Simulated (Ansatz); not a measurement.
Bulk crystal (SiC) after relaxation:

```
CELL_PARAMETERS angstrom
3.07520 0.00000 0.00000
-1.53760 2.66320 0.00000
0.00000 0.00000 5.04817
ATOMIC_POSITIONS crystal
Si 0.33333 0.66667 0.00460
Si 0.66667 0.33333 0.50460
C 0.33333 0.66667 0.38040
C 0.66667 0.33333 0.88040
```

Miller indices refer to the conventional cell of P6_3mc (No. 186), a = 3.075 Å, b = 3.075 Å, c = 5.048 Å, α = 90.00°, β = 90.00°, γ = 120.00°. The bulk's gap is 2.65 eV.

The (100) slab of 10 planes, 11.5 Å thick with 15 Å of vacuum as cut; outer planes SiC (top) and SiC (bottom).

These are results of DFT r2SCAN, scalar-relativistic, plane waves, PAW in Ansatz 0.2.0, not measurements. Plane waves to 500 eV, a k mesh through Γ of 9×5×1 on the computed 20-atom cell and Gaussian smearing (0.05 eV); no spin polarisation. A dipole correction removes the field between periodic images along c.

With the atoms at the bulk's places:

```
Surface energy (mean of both faces)                : 3.35 J/m²
Gap of the slab on the mesh                        : 0.77 eV
Bulk valence band top under the vacuum level       : 6.00 eV
Bulk conduction band bottom under the vacuum level : 3.34 eV
```

Q: What changes when all atoms relax within this surface cell and its symmetry?

A: The energy falls by 0.749 J/m² a face, and the largest move is 0.27 Å.

For the relaxed slab, the surface energy (mean of both faces) is 2.60 J/m² and the gap of the slab on the mesh is 1.83 eV. The bulk valence band top under the vacuum level is 5.81 eV and the bulk conduction band bottom under the vacuum level is 3.15 eV.

```
plane (bottom to top) atoms spacing to next, bulk (Å) relaxed (Å) change (%) rumpling (Å)
                    1    SiC                      0.888        0.664       -25.2         0.154
                    2    SiC                      1.775        1.843        +3.8         0.033
                    3    SiC                      0.888        0.868        -2.2         0.013
                    4    SiC                      1.775        1.787        +0.7         0.003
                    5    SiC                      0.888        0.879        -1.0         0.006
                    6    SiC                      1.775        1.787        +0.7         0.006
                    7    SiC                      0.888        0.868        -2.2         0.003
                    8    SiC                      1.775        1.843        +3.8         0.013
                    9    SiC                      0.888        0.664       -25.2         0.033
                   10    SiC                                                             0.154
```

The gap is read on a mesh, which can miss the band edges, so it can be too wide.